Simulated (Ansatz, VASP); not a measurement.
## One calculation of Fe, two programs

```xyz
1
Lattice="-1.4526 1.4526 1.4526 1.4526 -1.4526 1.4526 1.4526 1.4526 -1.4526" Properties=species:S:1:pos:R:3 pbc="T T T"
Fe    0.0000    0.0000    0.0000
```

Alike in both runs: task single point; functional PBE; k mesh 13 × 13 × 13; occupations fermi-dirac, width 0.05 eV; collinear spin.

|  | VASP | Ansatz |
| --- | --- | --- |
| version | VASP 6.6.1 | Ansatz 0.2.0 |
| potentials or method | VASP PAW PBE potentials, release 64 (Fe) | Ansatz PAW |
| plane-wave cutoff (eV) | 520 | 420 |
| valence electrons in the cell | 8 | 16 |

Ansatz gave:

```
gap on the k mesh at the Fermi level (eV)                     : none
pressure (GPa)                                                : -11.5
net moment per atom (μB)                                      : 2.32
size of the moment on the site where the two differ most (μB) : 2.38
```

Q: Which values does VASP return?

A: gap on the k mesh at the Fermi level (eV): none; pressure (GPa): -11.0; net moment per atom (μB): 2.36; size of the moment on the site where the two differ most (μB): 2.37.

Site moments also hang on the region over which each program counts them. A gap of «none» marks a metal or a gap that the smearing closes. The two sets of potentials don't hold the same shells in valence.
